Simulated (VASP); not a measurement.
The system is Si.

```
Si
1.0
     4.12095    0.00000    0.00000
    -2.06047    3.56885    0.00000
     0.00000    0.00000    2.65479
Si
2
Direct
  0.33333 0.66667 0.50000
  0.66667 0.33333 0.50000
```

The cell was built by a generator and needn't be a form met in nature.

* Program: VASP 6.6.1
* Task: relaxation of cell and atoms
* Functional: PBEsol
* Dispersion: D3
* Potentials or basis: VASP PAW PBE potentials, release 64 (Si)
* Cutoff: 600 eV
* k mesh: 8 × 8 × 10
* Occupations: fermi-dirac, width 0.05 eV
* Spin: no spin polarisation

At the start: pressure -2.7 GPa; volume 19.52 Å³/atom.

Where does the relaxation end?

Over 7 steps the energy falls by 5.8 meV/atom and the volume is 18.88 Å³/atom (-3.3 %); space group P6/mmm (No. 191, to 0.05 Å).

The path:
```
step  energy change (eV)  largest force (eV/Å)  pressure (GPa)  volume (Å³)
   1              0.0000                0.0005           -2.74        39.04
   2             -0.0090                0.0004            1.45        37.19
   3             -0.0116                0.0001            0.02        37.77
   4             -0.0116                0.0001           -0.03        37.79
   5             -0.0116                0.0000           -0.06        37.80
   6             -0.0116                0.0001           -0.05        37.80
   7             -0.0116                0.0001            0.02        37.77
```

Final structure:
```
Si
1.0
     4.08213    0.00005    0.00000
    -2.04102    3.53526    0.00000
     0.00000    0.00000    2.61692
Si
2
Direct
  0.33333 0.66667 0.50000
  0.66667 0.33333 0.50000
```

Caveat: the PAW data sets were made with another functional, which shifts forces and pressure a little; pairwise dispersion overbinds metals, which lowers pressure and volume.
